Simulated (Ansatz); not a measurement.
**Response of Be to small distortions**

```
Be
1.0
    -1.25024    1.25024    1.25024
     1.25024   -1.25024    1.25024
     1.25024    1.25024   -1.25024
Be
1
Direct
  0.00000 0.00000 0.00000
```

The cell was built from the bcc type and relaxed in the same program, and has space group Im-3m; it needn't be a known or the stable phase.

Theory: DFT, PBE, all-electron PAW with datasets made for the crystal, scalar-relativistic (Ansatz 0.2.0).

Sampling and basis: a Γ-centred 20×20×20 k mesh, Fermi–Dirac smearing of 0.05 eV, cutoff 240 eV (chosen by the program for this cell), no spin polarisation.

The unchanged cell is at -0.05 GPa.

In a metal, stresses and small energies carry noise from the k mesh.

x, y and z are the Cartesian axes of the cell as listed; fractional coordinates follow a strain, and an engineering shear is twice the off-diagonal strain component.

With z strained by -3 % at fixed volume: energy change +4 meV/atom; stress change (xx, yy, zz, yz, xz, xy) -0.96, -0.96, 2.77, 0.00, 0.00, 0.00 GPa, compression positive.

Problem. With this change (z strained by +1.5 % at fixed volume), what becomes of the energy and stress?

Solution. Energy change +1 meV/atom; stress change (xx, yy, zz, yz, xz, xy) 0.96, 0.96, -1.84, 0.00, 0.00, 0.00 GPa, compression positive.
